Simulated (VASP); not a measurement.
# BiTe: molecular dynamics with a thermostat

BiTe, Fm-3m (no. 225), 8 atoms in the cell. PBE, molecular dynamics; PAW potentials Bi, Te (PBE set).

Ensemble: Nose-Hoover; Target temperature (K): 600.

## Input

INCAR:
```
SYSTEM = BiTe
GGA = PE
PREC = Normal
ENCUT = 200
EDIFF = 1E-6
NELMIN = 4
NELM = 60
ALGO = Fast
LREAL = Auto
LASPH = .True.
ISMEAR = -1
SIGMA = 0.05
ISYM = 0
LWAVE = .False.
LCHARG = .False.
IBRION = 0
NSW = 60
POTIM = 4.0
TEBEG = 600
ISIF = 2
RANDOM_SEED = 28132 0 0
MDALGO = 2
SMASS = 0
KPAR = 2
```

KPOINTS:
```
k-points
0
Monkhorst-Pack
  2 2 2
```

POSCAR:
```
BiTe
1.0
    6.4700000000      0.0000000000      0.0000000000
    0.0000000000      6.4700000000      0.0000000000
    0.0000000000      0.0000000000      6.4700000000
Bi Te
4 4
Direct
    0.0000000000      0.0000000000      0.0000000000
    0.0000000000      0.5000000000      0.5000000000
    0.5000000000      0.0000000000      0.5000000000
    0.5000000000      0.5000000000      0.0000000000
    0.5000000000      0.0000000000      0.0000000000
    0.5000000000      0.5000000000      0.5000000000
    0.0000000000      0.0000000000      0.5000000000
    0.0000000000      0.5000000000      0.0000000000
```

Commands:
```
cat potpaw_PBE.64/Bi/POTCAR potpaw_PBE.64/Te/POTCAR > POTCAR
mpirun -np 2 vasp_std > vasp.out
```

## Result

- Mean temperature (K): 573
- Spread of the conserved energy (meV/atom): 0.51
- Rise of the mean potential energy above the start (meV/atom): 42.4
- Electronic steps per ionic step after the first: 5.5

Course of the run:

| Time (fs) | Temperature (K) | Potential energy less the first (meV/atom) | Conserved energy less the first (meV/atom) |
|---|---|---|---|
| 4 | 600 | 0.0 | 0.00 |
| 24 | 564 | 4.3 | -0.05 |
| 40 | 507 | 12.4 | -0.06 |
| 60 | 430 | 27.6 | -0.10 |
| 76 | 376 | 43.8 | -0.13 |
| 96 | 390 | 62.4 | -0.05 |
| 112 | 620 | 65.7 | 0.07 |
| 132 | 1231 | 55.6 | -0.20 |
| 148 | 1343 | 51.1 | -0.29 |
| 168 | 771 | 52.4 | 0.14 |
| 184 | 415 | 53.6 | 0.03 |
| 204 | 237 | 53.0 | -0.08 |
| 220 | 207 | 51.2 | -0.10 |
| 240 | 254 | 48.5 | -0.07 |

REPORT:
```
MDALGO =   2
               SCALING =       0
                 CNEXP =     9.000   14.000
           RANDOM_SEED =             28132                0                0

   original number of atomic DOF:         21
   number of independent constraints:      0
   number of active DOF:                  21

========================================
         MD step No.       1
========================================

  Atomic velocities initialized by STEP_tb

  >Energies
                    E_tot             E_pot             E_kin               EPS                ES
   e_b>   -0.27412640E+02   -0.27955536E+02    0.54289560E+00    0.00000000E+00    0.00000000E+00

  >Temperature
               T_sim     T_inst
   tmprt>    600.000    600.000

  >Thermostat:
           s(n+1) sdot(n+1)      s(n)   sdot(n)        Qs
   s_b>   0.00000   0.00000   0.00000   0.00000   0.32457

           RANDOM_SEED =             28132               48                0

[... steps left out ...]

========================================
         MD step No.      60
========================================

  >Energies
                    E_tot             E_pot             E_kin               EPS                ES
   e_b>   -0.27413164E+02   -0.27567667E+02    0.23018998E+00    0.36478120E-01   -0.11216483E+00

  >Temperature
               T_sim     T_inst
   tmprt>    600.000    254.403

  >Thermostat:
           s(n+1) sdot(n+1)      s(n)   sdot(n)        Qs
   s_b>  -0.13555  -0.03570  -0.10330  -0.02879   0.32457

           RANDOM_SEED =             28132               48                0
```

OSZICAR:
```
N       E                     dE             d eps       ncg     rms          rms(c)
DAV:   1     0.123981655257E+03    0.12398E+03   -0.90088E+03   216   0.592E+02
DAV:   2    -0.167181894676E+02   -0.14070E+03   -0.13883E+03   268   0.132E+02
DAV:   3    -0.274528927269E+02   -0.10735E+02   -0.10493E+02   264   0.397E+01
DAV:   4    -0.279840074337E+02   -0.53111E+00   -0.50028E+00   320   0.837E+00
DAV:   5    -0.280025800077E+02   -0.18573E-01   -0.18439E-01   285   0.119E+00    0.132E+01
RMM:   6    -0.279467802066E+02    0.55800E-01   -0.14433E-01   216   0.118E+00    0.783E+00
RMM:   7    -0.279612388204E+02   -0.14459E-01   -0.19038E-01   219   0.127E+00    0.504E-01
RMM:   8    -0.279554344061E+02    0.58044E-02   -0.42838E-02   217   0.808E-01    0.131E-01
RMM:   9    -0.279553092708E+02    0.12514E-03   -0.54035E-03   237   0.294E-01    0.124E-01
RMM:  10    -0.279555213793E+02   -0.21211E-03   -0.21389E-03   294   0.125E-01    0.173E-01
RMM:  11    -0.279555439850E+02   -0.22606E-04   -0.34974E-04   240   0.362E-02    0.129E-01
RMM:  12    -0.279555403728E+02    0.36122E-05   -0.21069E-04   243   0.259E-02    0.116E-01
[... left out ...]
     58 T=   224. E= -.27413334E+02 F= -.27559135E+02 E0= -.27527272E+02  EK= 0.20298E+00 SP= -.66E-01 SK= 0.85E-02
     59 T=   237. E= -.27413235E+02 F= -.27563471E+02 E0= -.27531034E+02  EK= 0.21478E+00 SP= -.85E-01 SK= 0.20E-01
[... last step whole ...]
       N       E                     dE             d eps       ncg     rms          rms(c)
DAV:   1    -0.275676440195E+02   -0.41742E-02   -0.46854E-03   392   0.834E-01    0.890E-03
RMM:   2    -0.275676623655E+02   -0.18346E-04   -0.18984E-04   217   0.492E-02    0.224E-03
RMM:   3    -0.275676663614E+02   -0.39959E-05   -0.37544E-05   230   0.218E-02    0.282E-03
RMM:   4    -0.275676671688E+02   -0.80737E-06   -0.81165E-06   178   0.936E-03
     60 T=   254. E= -.27413164E+02 F= -.27567667E+02 E0= -.27534671E+02  EK= 0.23019E+00 SP= -.11E+00 SK= 0.36E-01
```

Limits: 240 fs of 8 atoms are too short for converged averages.

VASP 6.6.1 took 188 s on 2 cores (Intel Xeon Platinum 8488C (Sapphire Rapids)), a shared host.
